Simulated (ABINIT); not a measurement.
# AlN (P6_3mc) in ABINIT: notebook

One crystal, AlN, is run at these levels: PBE+D4, PBE; tasks: relaxation of cell and atoms.

Everything below comes from runs of ABINIT 10.8.3 (patched build). Logs are shortened: lines on timing, memory, paths and dates and some standing lists are left out, and cuts for length are marked. The log counts tension as positive stress, the text compression.

## Step 1: The structure

The structure is hexagonal, space group P6_3mc (No. 186). Conventional cell: a = 3.113 Å, b = 3.113 Å, c = 4.981 Å, α = 90.00°, β = 90.00°, γ = 120.00°. Around Al (site symmetry 3m) lie 4 N at 1.89 Å. Around N (site symmetry 3m) lie 4 Al at 1.89 Å.

## Step 2: Relaxation of cell and atoms, PBE+D4

File run.py:

```python
import json, os
import numpy as np
from ase.constraints import FixSymmetry
from ase.optimize import BFGS
from ase.filters import FrechetCellFilter
from ase.units import GPa
from ase.calculators.mixing import SumCalculator
from dftd4.ase import DFTD4
from ase.calculators.abinit import Abinit, AbinitProfile
from ase import Atoms

atoms = Atoms(['Al', 'Al', 'N', 'N'],
              cell=[[3.113, 0.0, 0.0], [-1.5565, 2.695937082, 0.0], [0.0, 0.0, 4.981]],
              scaled_positions=[[0.6666666667, 0.3333333333, 0.5], [0.3333333333, 0.6666666667, 0.0], [0.6666666667, 0.3333333333, 0.88], [0.3333333333, 0.6666666667, 0.38]],
              pbc=True)

profile = AbinitProfile(command='abinit', pp_paths=[os.path.abspath('pseudos')])
params = dict(
    pps='pawxml', xc='PBE',
    chksymtnons=0,
    tolsym=1e-05,
    ecut=707.496,
    pawecutdg=1306.1465,
    pawxcdev=0,
    kptopt=1,
    ngkpt=[8, 8, 5],
    nshiftk=1,
    shiftk=[0.0, 0.0, 0.0],
    ixc=11,
    nband=12,
    occopt=3,
    tsmear=0.05,
    nstep=100,
    tolvrs=1e-09,
    prtwf=0,
    prtden=0,
    ecutsm=0.5,
)

atoms.calc = SumCalculator([Abinit(profile=profile, directory='run', **params), DFTD4(method='pbe')])
atoms.set_constraint(FixSymmetry(atoms, symprec=1e-4))
opt = BFGS(FrechetCellFilter(atoms), trajectory='opt.traj')
converged = opt.run(fmax=0.05, steps=30)
print('converged', converged)
print('cell (A)', np.round(atoms.cell[:], 5).tolist())
energy = atoms.get_potential_energy()
forces = atoms.get_forces()
stress = atoms.get_stress()
print(f'energy {energy:.6f} eV')
print('forces (eV/A)')
print(np.round(forces, 5))
print('stress (GPa, Voigt, tension positive)', np.round(stress / GPa, 4))
json.dump(dict(energy=energy, forces=forces.tolist(), stress=stress.tolist(), cell=atoms.cell.tolist(), frac=atoms.get_scaled_positions(wrap=False).tolist()), open('results.json', 'w'))
```

Potentials or basis: JTH PAW PBE v2.0.

Run with:

```
> python run.py
```

The log of the run:

```text
Step          Energy          fmax
BFGS:    0     -667.116172        0.129590
BFGS:    1     -667.117101        0.074650
BFGS:    2     -667.117618        0.016441
converged True
cell (A) [[3.11115, 0.0, 0.0], [-1.55558, 2.69434, -0.0], [-0.0, 0.0, 4.98268]]
energy -667.117618 eV
forces (eV/A)
[[ 0.      -0.       0.00035]
 [-0.       0.       0.00035]
 [ 0.      -0.      -0.00035]
 [ 0.      -0.      -0.00035]]
stress (GPa, Voigt, tension positive) [0.2365 0.2365 0.2523 0.     0.     0.    ]
```

abinit.in:

```text
chksymtnons 0
ecut 707.496 eV
ecutsm 0.5
ixc 11
kptopt 1
natom 4
nband 12
ngkpt
8 8 5
nshiftk 1
nsppol 1
nstep 100
occopt 3
pawecutdg 1306.1465 eV
pawxcdev 0
prtden 0
prtwf 0
shiftk
0.0 0.0 0.0
tolsym 1e-05
tolvrs 1e-09
tsmear 0.05 eV
#Definition of the unit cell
acell
1.00000000000000 1.00000000000000 1.00000000000000 Angstrom
rprim
3.11115479444605 0.00000000000000 0.00000000000000
-1.55557739722302 2.69433908709603 -0.00000000000000
-0.00000000000000 0.00000000000000 4.98268055584160
chkprim 0 # Allow non-primitive cells
#Definition of the atom types
ntypat 2
znucl 7 13
#Enumerate different atomic species
typat
 2 2 1 1
pseudos "./pseudos/N.GGA_PBE-JTH.xml,
./pseudos/Al.GGA_PBE-JTH.xml"
#Definition of the atoms
xcart
2.93961524858772 1.69718765474661 4.69955626712412
0.00000000029396 3.39437530966294 -0.00839454441265
2.93961524858772 1.69718765474661 8.29438797271736
0.00000000029396 3.39437530966294 3.58643716118059
chkexit 1 # abinit.exit file in the running directory terminates after the current SCF
```

abinit.abo:

```text
.Version 10.8.3 of ABINIT
 Symmetries : space group P6_3 m c (#186); Bravais hP (primitive hexag.)
================================================================================
 Values of the parameters that define the memory need of the present run
     intxc =       0    ionmov =       0      iscf =      17    lmnmax =       8
     lnmax =       4     mgfft =      45  mpssoang =       2    mqgrid =    3001
     natom =       4  nloc_mem =       2    nspden =       1   nspinor =       1
    nsppol =       1      nsym =      12    n1xccc =       1    ntypat =       2
    occopt =       3   xclevel =       2
       mpw =        1797          nfft =       40500          nkpt =          30
 PAW method is used; the additional fine FFT grid is defined by:
   mgfftf=        60    nfftf =     96000
================================================================================
================================================================================

--------------------------------------------------------------------------------
------------- Echo of variables that govern the present computation ------------
--------------------------------------------------------------------------------
 -outvars: echo values of preprocessed input variables --------
            acell      1.8897261259E+00  1.8897261259E+00  1.8897261259E+00 Bohr
              amu      1.40067400E+01  2.69815390E+01
          chkexit           1
          chkprim           0
      chksymtnons           0
             ecut      2.59999984E+01 Hartree
           ecutsm      5.00000000E-01 Hartree
              ixc          11
         kptrlatt        8    0    0      0    8    0      0    0    5
          kptrlen      4.70338440E+01
            natom           4
            nband          12
            ngfft          30      30      45
          ngfftdg          40      40      60
             nkpt          30
            nstep         100
             nsym          12
           ntypat           2
           occopt           3
        pawecutdg      4.79999985E+01 Hartree
         pawxcdev           0
           prtden           0
            prtwf           0
            rprim      3.1111547944E+00  0.0000000000E+00  0.0000000000E+00
[... 202 lines left out ...]
PAW spherical_terms :  3.63832696180720E+00
internal            : -2.44710464948109E+01
'-kT*entropy'       :  1.25327081198538E-15
total_energy        : -2.44710464948109E+01
total_energy_eV     : -6.65891098013658E+02
...

--- !EnergyTermsDC
iteration_state     : {dtset: 1, }
comment             : '"Double-counting" decomposition of free energy'
band_energy         :  1.17662877975353E+00
Ewald energy        : -2.17497066328808E+01
psp_core            : -6.34451436064295E-02
xc_dc               : -4.63101528124828E+00
PAW spherical_terms :  7.96488707654500E-01
internal            : -2.44710495703275E+01
'-kT*entropy'       :  1.25327081198538E-15
total_energy_dc     : -2.44710495703275E+01
total_energy_dc_eV  : -6.65891181702729E+02
...

--- !EnergyTermsWithPAWCore
iteration_state     : {dtset: 1, }
comment             : 'Components of total free energy, including PAW core contributions'
Total energy        : -5.95367401533444E+02
Total energy DC     : -5.95367404608961E+02
Total energy (eV)   : -1.62007723213926E+04
Total energy DC (eV): -1.62007724050817E+04
...

 Cartesian components of stress tensor (hartree/bohr^3)
  sigma(1 1)= -1.52106079E-04  sigma(3 2)=  0.00000000E+00
  sigma(2 2)= -1.52106079E-04  sigma(3 1)=  0.00000000E+00
  sigma(3 3)= -1.49335021E-04  sigma(2 1)=  0.00000000E+00

-Cartesian components of stress tensor (GPa)         [Pressure=  4.4479E+00 GPa]
- sigma(1 1)= -4.47511534E+00  sigma(3 2)=  0.00000000E+00
- sigma(2 2)= -4.47511534E+00  sigma(3 1)=  0.00000000E+00
- sigma(3 3)= -4.39358800E+00  sigma(2 1)=  0.00000000E+00

== END DATASET(S) ==============================================================
================================================================================

 -outvars: echo values of variables after computation  --------
            acell      1.8897261259E+00  1.8897261259E+00  1.8897261259E+00 Bohr
           etotal     -2.4471049570E+01
            fcart      5.7249099704E-30  1.3221113250E-29 -8.8439933551E-06
                       5.7249099704E-30  6.6105566250E-30 -8.8439933551E-06
                      -1.7174729911E-29 -3.3052783125E-30  8.8439933551E-06
                       5.7249099704E-30 -1.6526391562E-29  8.8439933551E-06
            rprim      3.1111547944E+00  0.0000000000E+00  0.0000000000E+00
                      -1.5555773972E+00  2.6943390871E+00 -0.0000000000E+00
                      -0.0000000000E+00  0.0000000000E+00  4.9826805558E+00
           strten     -1.5210607862E-04 -1.5210607862E-04 -1.4933502087E-04
                       0.0000000000E+00  0.0000000000E+00  0.0000000000E+00
           xangst      1.5555773973E+00  8.9811302889E-01  2.4868980763E+00
                       1.2639519918E-10  1.7962260579E+00 -4.4422015961E-03
                       1.5555773973E+00  8.9811302889E-01  4.3892010907E+00
                       1.2639519918E-10  1.7962260579E+00  1.8978608127E+00
             xred      6.6666666668E-01  3.3333333328E-01  4.9910847153E-01
                       3.3333333335E-01  6.6666666661E-01 -8.9152847474E-04
                       6.6666666668E-01  3.3333333328E-01  8.8089152846E-01
                       3.3333333335E-01  6.6666666661E-01  3.8089152846E-01
 Calculation completed.
```

It took 86 s on 1 thread of Arm Neoverse V1, shared host; peak memory 0.11 GiB.

Results:

```
Free energy                                           : -667.1177 eV
Relaxed volume                                        : 10.44 Å³/atom
Relaxed cell                                          : a = 3.111 Å, b = 3.111 Å, c = 4.983 Å, α = 90.00°, β = 90.00°, γ = 120.00°
Space group after relaxing (to 0.05 Å)                : P6_3mc (No. 186)
Energy gained by relaxing                             : 0.4 meV/atom
Ionic steps                                           : 3
Pressure after relaxing                               : -0.2 GPa
Band gap on the k mesh                                : 4.19 eV, direct
Valence electrons inside the program's atomic spheres : Al 0.90; N 2.62
Dispersion energy per atom                            : -0.307 eV
```

Step by step:
| step | energy change (eV) | largest force (eV/Å) | pressure (GPa) | volume (Å³) |
| --- | --- | --- | --- | --- |
| 1 | 0.0000 | 0.1296 | -0.38 | 41.80 |
| 2 | -0.0009 | 0.0746 | -0.34 | 41.79 |
| 3 | -0.0014 | 0.0004 | -0.24 | 41.77 |

Final structure:
```
Al N
1.0
     3.11115    0.00000    0.00000
    -1.55558    2.69434    0.00000
     0.00000    0.00000    4.98268
Al N
2 2
Direct
  0.66667 0.33333 0.49911
  0.33333 0.66667 0.99911
  0.66667 0.33333 0.88089
  0.33333 0.66667 0.38089
```

Caveat: the log and the count of SCF iterations are those of the last ABINIT call alone. PBE gaps usually lie below the measured ones, often by a third to a half.

(Continued in part 2 of 2.)
